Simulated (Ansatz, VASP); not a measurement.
# Cross-check of GaP between VASP and Ansatz, part 2 of 2

Aim: how closely do two programs agree when they are given the same cell, functional and k mesh? The cell is taken from a series of runs on this material, whose earlier steps may have relaxed, scaled, displaced or heated it; both programs get it as it stands.

VASP 6.6.1 and Ansatz 0.2.0.

So far: Set-up; Ansatz: single point, LDA, spin-orbit coupling.

## (3) VASP: single point, LDA, spin-orbit coupling

Level of this step: LDA, spin-orbit coupling; plane waves and PAW (Ga_d, P) (VASP).

The same cell, functional (in two slightly different forms), mesh and smearing now go to VASP, with its own data sets.

Lines of VASP's logs that name or quote its potential files are left out, and so is its time.

INCAR reads:

```
SYSTEM = GaP
PREC = Accurate
ENCUT = 400
EDIFF = 1E-06
NELM = 200
ISMEAR = -1
SIGMA = 0.02
LREAL = .FALSE.
ALGO = Normal
GGA = CA
LNONCOLLINEAR = .TRUE.
MAGMOM = 0 0 0 0 0 0 0 0 0 0 0 0 0 0 0 0 0 0 0 0 0 0 0 0 0 0 0 0 0 0 0 0 0 0 0 0 0 0 0 0 0 0
NBANDS = 156
GGA_COMPAT = .FALSE.
LASPH = .TRUE.
LSORBIT = .TRUE.
LORBIT = 11
LWAVE = .FALSE.
LCHARG = .FALSE.
ISIF = 2
LDIPOL = .TRUE.
IDIPOL = 3
DIPOL = 0.5 0.5 0.5
LVHAR = .TRUE.
EFERMI = MIDGAP
NELMDL = -8
```

POSCAR reads:

```
GaP
1.0
    3.8540855109      0.0000000000      0.0000000000
    0.0000000000      5.4505000000      0.0000000000
    0.0000000000      0.0000000000     46.7000000000
Ga P
7 7
Direct
    0.0000000000      0.0574055427      0.3875130440
    0.5000000000      0.4851142704      0.4174426372
    0.0000000000      0.9892844065      0.4597507363
    0.5000000000      0.4870156280      0.5000000000
    0.0000000000      0.9892844065      0.5402492637
    0.5000000000      0.4851142704      0.5825573628
    0.0000000000      0.0574055427      0.6124869560
    0.5000000000      0.2617160879      0.3743687915
    0.0000000000      0.7319838638      0.4190356087
    0.5000000000      0.2384799374      0.4591019747
    0.0000000000      0.7350161543      0.5000000000
    0.5000000000      0.2384799374      0.5408980253
    0.0000000000      0.7319838638      0.5809643913
    0.5000000000      0.2617160879      0.6256312085
```

KPOINTS reads:

```
Automatic mesh
0
Gamma
6 4 1
0 0 0
```

PAW data sets: Ga_d and P (LDA family, release 64).

Run with:

```bash
$ export OMP_NUM_THREADS=3
$ mpirun -np 1 vasp_ncl
```

Numbers of over 12 decimals in the logs are rounded to 6 here.

The log of the run:

```text
[banner, memory and clock lines left out]
running    1 mpi-ranks, on    1 nodes
 distrk:  each k-point on    1 cores,    1 groups
 distr:  one band on    1 cores,    1 groups
 Offloading initialized ...    1 GPUs detected
 POSCAR found type information on POSCAR GaP
 POSCAR found :  2 types and      14 ions
 LDA part: xc-table for (Slater(with rela. corr.)+CA(PZ))
 , standard interpolation
 POSCAR, INCAR and KPOINTS ok, starting setup
 FFT: planning ... GRIDC
 FFT: planning ... GRID_SOFT
 FFT: planning ... GRID
 WAVECAR not read
 entering main loop
       N       E                     dE             d eps       ncg     rms          rms(c)
DAV:   1     0.927332522426E+03    0.92733E+03   -0.47957E+04  5944   0.128E+03
DAV:   2     0.558288985318E+02   -0.87150E+03   -0.83919E+03  6624   0.331E+02
DAV:   3    -0.632900300528E+02   -0.11912E+03   -0.11743E+03  6328   0.134E+02
DAV:   4    -0.730642943564E+02   -0.97743E+01   -0.97324E+01  6616   0.380E+01
DAV:   5    -0.732985876600E+02   -0.23429E+00   -0.23378E+00  7416   0.576E+00
DAV:   6    -0.733102643070E+02   -0.11677E-01   -0.11672E-01  8040   0.122E+00
DAV:   7    -0.733104327729E+02   -0.16847E-03   -0.16842E-03  7584   0.146E-01
DAV:   8    -0.733104406416E+02   -0.78687E-05   -0.78678E-05  8056   0.301E-02    0.118E+01
DAV:   9    -0.709420582677E+02    0.23684E+01   -0.38906E+00  7360   0.166E+01    0.708E+00
DAV:  10    -0.705637953515E+02    0.37826E+00   -0.25240E+00  5792   0.735E+00    0.185E+00
DAV:  11    -0.705412305159E+02    0.22565E-01   -0.48206E-01  5952   0.758E+00    0.909E-01
DAV:  12    -0.705453670358E+02   -0.41365E-02   -0.98941E-02  5856   0.200E+00    0.372E-01
DAV:  13    -0.705457124109E+02   -0.34538E-03   -0.14800E-02  6616   0.916E-01    0.207E-01
DAV:  14    -0.705461721139E+02   -0.45970E-03   -0.22332E-03  5824   0.555E-01    0.117E-01
[...]
DAV:  23    -0.705482989737E+02   -0.69404E-04   -0.25489E-06  3884   0.724E-03    0.136E-03
DAV:  24    -0.705483329819E+02   -0.34008E-04   -0.92760E-07  4128   0.880E-03    0.113E-03
DAV:  25    -0.705483532171E+02   -0.20235E-04   -0.49844E-07  3668   0.408E-03    0.551E-04
DAV:  26    -0.705483652713E+02   -0.12054E-04   -0.26736E-07  3824   0.297E-03    0.510E-04
DAV:  27    -0.705483703031E+02   -0.50318E-05   -0.75117E-08  3564   0.137E-03    0.266E-04
DAV:  28    -0.705483730660E+02   -0.27629E-05   -0.44141E-08  3304   0.128E-03    0.213E-04
DAV:  29    -0.705483762118E+02   -0.31458E-05   -0.64256E-08  3436   0.740E-04    0.121E-04
DAV:  30    -0.705483771343E+02   -0.92256E-06   -0.25178E-08  3248   0.530E-04
   1 F= -.70548377E+02 E0= -.70548377E+02  d E =-.435443E-10  mag=    -0.0000     0.0000     0.0000
```

OUTCAR, selected parts (step 3):

```text
ion  position               nearest neighbor table
   1  0.000  0.057  0.388-   9 2.31   8 2.31   8 2.31
   2  0.500  0.485  0.417-   8 2.35   9 2.35   9 2.35  10 2.36
   3  0.000  0.989  0.460-  11 2.34  10 2.36  10 2.36   9 2.36
   4  0.500  0.487  0.500-  10 2.34  12 2.34  11 2.35  11 2.35
   5  0.000  0.989  0.540-  11 2.34  12 2.36  12 2.36  13 2.36
   6  0.500  0.485  0.583-  14 2.35  13 2.35  13 2.35  12 2.36
   7  0.000  0.057  0.612-  13 2.31  14 2.31  14 2.31
   8  0.500  0.262  0.374-   1 2.31   1 2.31   2 2.35
   9  0.000  0.732  0.419-   1 2.31   2 2.35   2 2.35   3 2.36
  10  0.500  0.238  0.459-   4 2.34   3 2.36   3 2.36   2 2.36
  11  0.000  0.735  0.500-   3 2.34   5 2.34   4 2.35   4 2.35
  12  0.500  0.238  0.541-   4 2.34   5 2.36   5 2.36   6 2.36
  13  0.000  0.732  0.581-   7 2.31   6 2.35   6 2.35   5 2.36
  14  0.500  0.262  0.626-   7 2.31   7 2.31   6 2.35

  LATTYP: Found a simple orthorhombic cell.
 ALAT       =     3.8540855109
 B/A-ratio  =     1.4142135624
 C/A-ratio  =    12.1170119002

 Subroutine GETGRP returns: Found  4 space group operations
 (whereof  4 operations were pure point group operations)

The static configuration has the point symmetry C_2v.

 Found     16 irreducible k-points:

   k-points           NKPTS =     16   k-points in BZ     NKDIM =     16   number of bands    NBANDS=    156

   dimension x,y,z NGX =    28 NGY =   36 NGZ =  320
   dimension x,y,z NGXF=    56 NGYF=   72 NGZF=  640

   ENCUT  =  400.0 eV  29.40 Ry    5.42 a.u.   6.29  8.89 76.16*2*pi/ulx,y,z

   NELECT =     126.0000    total number of electrons

 k-points in reciprocal lattice and weights: Automatic mesh
   0.00000000  0.00000000  0.00000000       0.042
   0.16666667  0.00000000  0.00000000       0.083
   0.33333333  0.00000000  0.00000000       0.083
   0.50000000  0.00000000  0.00000000       0.042
   0.00000000  0.25000000  0.00000000       0.042
   0.00000000 -0.25000000  0.00000000       0.042
   0.16666667  0.25000000  0.00000000       0.083
  -0.16666667 -0.25000000  0.00000000       0.083
   0.33333333  0.25000000  0.00000000       0.083
[...]
0.33333333  0.50000000  0.00000000       0.083
   0.50000000  0.50000000  0.00000000       0.042

 dipolmoment           0.000000      0.000000     -0.000000 electrons x Angstroem

 average (electrostatic) potential at core
       1 -73.8062       2 -73.6247       3 -73.6986       4 -73.6635       5 -73.6986
       6 -73.6247       7 -73.8062       8 -91.2732       9 -91.7712      10 -91.7063
      11 -91.7750      12 -91.7063      13 -91.7712      14 -91.2732

 E-fermi :  -2.2426

 k-point     1 :       0.0000    0.0000    0.0000
  band No.  band energies     occupation
    ...
    122      -2.8608      1.00000
    123      -2.8277      1.00000
    124      -2.8277      1.00000
    125      -2.6678      1.00000
    126      -2.6678      1.00000
    127      -1.1186      0.00000
    128      -1.1186      0.00000
    129      -0.8857      0.00000
    130      -0.8857      0.00000
    131      -0.8798      0.00000
    ...

 k-point     2 :       0.1667    0.0000    0.0000
  band No.  band energies     occupation
    ...
    122      -3.6247      1.00000
    123      -3.2508      1.00000
    124      -3.2266      1.00000
    125      -2.9952      1.00000
    126      -2.9839      1.00000
    127      -0.5804      0.00000
    128      -0.5727      0.00000
    129      -0.3042      0.00000
    130      -0.2868      0.00000
    131       0.1319      0.00000
    ...

 k-point     3 :       0.3333    0.0000    0.0000
  band No.  band energies     occupation
    ...
    122      -4.0149      1.00000
    123      -3.6390      1.00000
    124      -3.6245      1.00000
    125      -3.2559      1.00000
    126      -3.2401      1.00000
    127      -1.2008      0.00000
    128      -1.1873      0.00000
    129      -1.1145      0.00000
    130      -1.1126      0.00000
    131      -0.5355      0.00000
    ...

  Total       -6.1345730     -3.3154681     -0.2437736      0.0000000      0.0000000      0.0000000
  in kB      -10.0189072     -5.4147806     -0.3981279      0.0000000      0.0000000      0.0000000
  external PRESSURE =      -5.2772719 kB  Pullay stress =       0.0000000 kB

  energy-cutoff  :      400.00
  volume of cell :      981.01
      direct lattice vectors                 reciprocal lattice vectors
     3.854085511  0.000000000  0.000000000     0.259464923  0.000000000  0.000000000
     0.000000000  5.450500000  0.000000000     0.000000000  0.183469406  0.000000000
     0.000000000  0.000000000 46.700000000     0.000000000  0.000000000  0.021413276

 POSITION                                       TOTAL-FORCE (eV/Angst)
 -----------------------------------------------------------------------------------
      0.00000      0.31289     18.09686         0.000000      0.003515     -0.003693
      1.92704      2.64412     19.49457        -0.000000     -0.005171     -0.006562
      0.00000      5.39209     21.47036         0.000000      0.006595     -0.000548
      1.92704      2.65448     23.35000         0.000000     -0.004694      0.000000
      0.00000      5.39209     25.22964         0.000000      0.006595      0.000548
      1.92704      2.64412     27.20543        -0.000000     -0.005171      0.006562
      0.00000      0.31289     28.60314         0.000000      0.003515      0.003693
      1.92704      1.42648     17.48302         0.000000     -0.000922     -0.004014
      0.00000      3.98968     19.56896         0.000000     -0.000376     -0.001212
      1.92704      1.29983     21.44006         0.000000      0.000004     -0.000859
      0.00000      4.00621     23.35000         0.000000     -0.002596      0.000000
      1.92704      1.29983     25.25994         0.000000      0.000004      0.000859
      0.00000      3.98968     27.13104         0.000000     -0.000376      0.001212
      1.92704      1.42648     29.21698         0.000000     -0.000922      0.004014
 -----------------------------------------------------------------------------------
    total drift:                                0.000000      0.002974      0.000000

  FREE ENERGIE OF THE ION-ELECTRON SYSTEM (eV)
  ---------------------------------------------------
  free  energy   TOTEN  =       -70.5483771343 eV

  energy  without entropy=      -70.5483771343  energy(sigma->0) =      -70.54837713

 vacuum level on the upper side and lower side of the slab         2.878         2.878

 Spin-Orbit-Coupling matrix elements
 Ion:    1  E_soc:     -0.0123073
 Ion:    2  E_soc:     -0.0122236
 Ion:    3  E_soc:     -0.0123265
 Ion:    4  E_soc:     -0.0123445
 Ion:    5  E_soc:     -0.0123265
 Ion:    6  E_soc:     -0.0122236
 Ion:    7  E_soc:     -0.0123073
 Ion:    8  E_soc:     -0.0010710
 Ion:    9  E_soc:     -0.0009899
 Ion:   10  E_soc:     -0.0009548
 Ion:   11  E_soc:     -0.0009541
 Ion:   12  E_soc:     -0.0009548
 Ion:   13  E_soc:     -0.0009899
 Ion:   14  E_soc:     -0.0010710

 total charge
# of ion       s       p       d       tot
------------------------------------------
    1        0.943   0.765   9.994  11.701
    2        0.875   0.863  10.016  11.754
    3        0.877   0.872  10.012  11.760
    4        0.877   0.877  10.014  11.767
    5        0.877   0.872  10.012  11.760
    6        0.875   0.863  10.016  11.754
    7        0.943   0.765   9.994  11.701
    8        1.070   1.438   0.000   2.508
    9        1.028   1.519   0.000   2.547
   10        1.026   1.516   0.000   2.542
   11        1.024   1.521   0.000   2.546
   12        1.026   1.516   0.000   2.542
   13        1.028   1.519   0.000   2.547
   14        1.070   1.438   0.000   2.508
--------------------------------------------------
tot         13.537  16.343  70.058  99.938

 magnetization (x)
# of ion       s       p       d       tot
------------------------------------------
    1       -0.000  -0.000  -0.000  -0.000
    2       -0.000  -0.000  -0.000  -0.000
    3       -0.000  -0.000  -0.000  -0.000
    4        0.000   0.000   0.000   0.000
    5        0.000   0.000   0.000   0.000
    6        0.000   0.000   0.000   0.000
    7        0.000   0.000   0.000   0.000
    8        0.000   0.000   0.000   0.000
    9       -0.000  -0.000   0.000  -0.000
   10       -0.000  -0.000   0.000  -0.000
   11        0.000   0.000   0.000   0.000
   12        0.000   0.000   0.000   0.000
   13        0.000   0.000   0.000   0.000
   14       -0.000  -0.000   0.000  -0.000
--------------------------------------------------
tot          0.000  -0.000   0.000  -0.000

 magnetization (y)
# of ion       s       p       d       tot
------------------------------------------
    1       -0.000   0.000  -0.000  -0.000
    2        0.000   0.000   0.000   0.000
    3        0.000  -0.000   0.000   0.000
    4        0.000   0.000   0.000   0.000
    5       -0.000   0.000   0.000   0.000
    6       -0.000   0.000   0.000  -0.000
    7        0.000  -0.000   0.000   0.000
    8        0.000   0.000   0.000   0.000
    9        0.000   0.000   0.000   0.000
   10        0.000   0.000   0.000   0.000
   11        0.000   0.000   0.000   0.000
   12        0.000   0.000   0.000   0.000
   13       -0.000  -0.000   0.000  -0.000
   14        0.000  -0.000   0.000  -0.000
--------------------------------------------------
tot          0.000   0.000   0.000   0.000

 magnetization (z)
# of ion       s       p       d       tot
------------------------------------------
    1        0.000   0.000   0.000   0.000
    2        0.000   0.000   0.000   0.000
    3        0.000   0.000   0.000   0.000
    4        0.000   0.000   0.000   0.000
    5        0.000   0.000   0.000   0.000
    6        0.000   0.000   0.000   0.000
    7        0.000   0.000   0.000   0.000
    8        0.000   0.000   0.000   0.000
    9        0.000   0.000   0.000   0.000
   10       -0.000   0.000   0.000  -0.000
   11        0.000   0.000   0.000   0.000
   12       -0.000   0.000   0.000  -0.000
   13        0.000   0.000   0.000   0.000
   14        0.000   0.000   0.000   0.000
--------------------------------------------------
tot          0.000   0.000   0.000   0.000

[... 3 further parts left out ...]
```

## (4) Side by side

Known differences besides the potentials themselves: spin-orbit coupling enters by fully relativistic files in Ansatz and inside the spheres in VASP; the two LDA forms differ slightly; Ansatz cuts the interaction across the vacuum, VASP repeats the sheet with a dipole correction; the cutoff is 420 eV in Ansatz and 400 eV in VASP; VASP's log shows a relativistic correction to its local exchange, Ansatz's none. Total energies have different zeros and are not compared.

The two programs side by side:

```tsv
quantity	Ansatz	VASP	difference
gap on the k mesh (eV)	0.852	0.850	+0.002
```

A gap on the mesh is an upper bound, since the band edges may lie between its points. With vacuum in the cell, a pressure given here is an average over mostly empty space and none of the material.

## (5) What came out

| Quantity | Value |
| --- | --- |
| difference in gap on the k mesh (single point, LDA, spin-orbit coupling) | 0.0018 eV |

What this shows: The difference in gap on the k mesh is 0.0018 eV (single point, LDA, spin-orbit coupling), within the 0.08 eV picked in this series as the mark of a large difference. How closely two codes agree says nothing of how well the functional describes the real material.

[Lines on the potential files, build, host, timing and source positions are cut from VASP's logs without a mark.]

[Logs are printed without paths, hosts, clocks, repeated set-up lines and the standing remarks that a program may print on its own settings, such as how far it seeks lower states.]

[Hosts, paths, dates, database ids (printed as entryN), source tags and the programs' standing remarks are cut or masked in the printed files.]
